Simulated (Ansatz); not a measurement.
A series in volume scale on MoS2

All results are calculated (Ansatz 0.2.0). Periodic Kohn-Sham DFT of a crystal at fixed atoms, scaled to volume_scale times the given cell; pressure positive in compression, energy less spherical unpolarised free atoms, largest_vzz the field gradient of largest size among the nuclei.

The cell before it is scaled or strained (space group R3m, No. 160):
```
CELL_PARAMETERS angstrom
1.58150 0.91310 6.12330
-1.58150 0.91310 6.12330
0.00000 -1.82620 6.12330
ATOMIC_POSITIONS crystal
Mo 0.00000 0.00000 0.00000
S 0.74840 0.74840 0.74840
S 0.58490 0.58490 0.58490
```

Settings of every row: method frozen-core PAW; functional PBE; relativity scalar; k mesh 13x13x13; filling fermi-dirac; smearing width 0.05 eV; wave cutoff 420 eV; paw set soft_2.

Atom start moment: 0 on all atoms.

Limits: a layered crystal: even scaling strains the bonds within the layers, so this curve is stiffer than the crystal under pressure; field gradient without spin-orbit coupling on heavy atoms.

| row | volume scale | V (Å³/atom) | largest V_zz (1e21 V/m^2) | pressure (GPa) |
| --- | --- | --- | --- | --- |
| 1 | 0.94 | 16.624 | -9.76 | 21.698 |
| 2 | 0.96 | 16.978 | -9.525 | 17.123 |
| 3 | 0.98 | 17.331 | -9.295 | 12.995 |
| 4 | 0.99 | 17.508 | -9.185 | 11.084 |
| 5 | 1.01 | 17.862 | -8.969 | 7.543 |
| 6 | 1.02 | 18.039 | -8.864 | 5.904 |
| 7 | 1.04 | 18.392 | ? | ? |
| 8 | 1.06 | 18.746 | -8.462 | 0.125 |

Question: what largest V_zz and pressure should row 7 give?

Worked fit of largest V_zz. Take t = volume scale − 0.99. The shown rows have t = -0.05, -0.03, -0.01, 0, 0.02, 0.03, 0.07. Least squares give largest V_zz = −9.1851 + 11.012 × t − 9.78 × t² 1e21 V/m^2; a straight line predicts inner rows, each left out in turn, worse (root mean square 0.012 against 0.00089 1e21 V/m^2). The rows lie off it by 0.000, -0.001, 0.001, 0.000, 0.000, 0.000, 0.000. The withheld row has t = 0.05, so the fit gives −9.1851 + 11.012 × (0.05) − 9.78 × (0.05)² = -8.659 1e21 V/m^2.

The calculation gave -8.659 1e21 V/m^2. The fit meets it to the printed digit.

Worked fit of pressure. Take u = (V_r/V)^(2/3) − 1 with V_r = 17.508 Å³ an atom, which is twice the finite (Eulerian) strain; such expansions in the strain, on which the Birch-Murnaghan equation of state is built, carry the rest volume and the bulk modulus. The shown rows have u = 0.03514, 0.0207, 0.0068, 0, -0.01326, -0.01972, -0.04453. Least squares give pressure = 11.0857 + 276.553 × u + 706.8 × u² + 531 × u³ GPa; a parabola predicts inner rows, each left out in turn, worse (root mean square 0.01 against 0.0056 GPa). The rows lie off it by -0.002, 0.005, -0.004, -0.002, 0.001, 0.001, 0.000 (root mean square 0.0027 GPa). The withheld row has u = -0.03231, so the fit gives 11.0857 + 276.553 × (-0.03231) + 706.8 × (-0.03231)² + 531 × (-0.03231)³ = 2.870 GPa.

The calculation gave 2.867 GPa. The fit lies 0.003 GPa (0.014 % of the column's range) above it; its largest miss of a shown row is 0.005 GPa.
